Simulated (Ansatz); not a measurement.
# Cu: other elements on the same sites

One table from this session's results is given with a row withheld; the runs are named, their logs left out.

Method: DFT PBE, scalar-relativistic, plane waves, PAW, in Ansatz 0.2.0.

1 further run of the same task is left out (set aside as unsound or not needed).

### Starting point

Symmetry: Fm-3m, No. 225, cubic system. The conventional cell has a = 3.630 Å, b = 3.630 Å, c = 3.630 Å, α = 90.00°, β = 90.00°, γ = 90.00°. Cu (site symmetry m-3m) is surrounded by 12 Cu at 2.57 Å.

As a file:

```xyz
1
Lattice="0.0000 1.8149 1.8149 1.8149 0.0000 1.8149 1.8149 1.8149 0.0000" Properties=species:S:1:pos:R:3 pbc="T T T"
Cu    0.0000    0.0000    0.0000
```

It goes back to an entry of the Materials Project.

It is the result of an earlier relaxation at this level (volume 11.96 Å³/atom; gap on the mesh: none (metal)).

The first run:

Input file input.yaml:

```yaml
crystal:
  lattice:
    - [0.0, 2.3772314083, 2.3772314083]
    - [2.3772314083, 0.0, 2.3772314083]
    - [2.3772314083, 2.3772314083, 0.0]
  atoms:
    - { symbol: Sr, position: [0.0, 0.0, 0.0] }
basis:
  ecutwfc: 420
kpoints:
  mp_grid: { grid: [6, 6, 6] }
hamiltonian:
  xc: pbe
scf:
  occupations: { method: gaussian, width: 0.1 }
output:
  forces: true
  stress: true
  eigenvalues: true
```

Run with:

```
ansatz run input.yaml --threads 1 --pin off --max-ram 2560MiB --backend cpu --events-out ev --progress --plain --runs-dir out
```

Among the steps run: Quick check of gap, pressure and forces (Sr); A loose first relaxation (Sr); The relaxation (Sr).

One of the session's tables, all rows but one given; the rest of the session is left out.

Lengths are those of the vectors of the cell that was run:

| swap | volume (Å³/atom) | a (Å) | b (Å) | c (Å) |
| --- | --- | --- | --- | --- |
| none | 11.96 | 2.567 | 2.567 | 2.567 |
| Cu → Fe | 12.06 | 2.574 | 2.574 | 2.574 |
| Cu → Sn | 27.99 | 3.408 | 3.408 | 3.408 |
| Cu → Mg | 23.08 | 3.196 | 3.196 | 3.196 |
| Cu → Sr | ? | ? | ? | ? |

**Question.** Estimate the row for Cu → Sr.

The run gave: volume (Å³/atom): 54.71; a (Å): 4.261; b (Å): 4.261; c (Å): 4.261. In the column «volume (Å³/atom)» it is the highest.

Lengths are those of the computed cell. Rows of earlier swaps come from the sessions before.
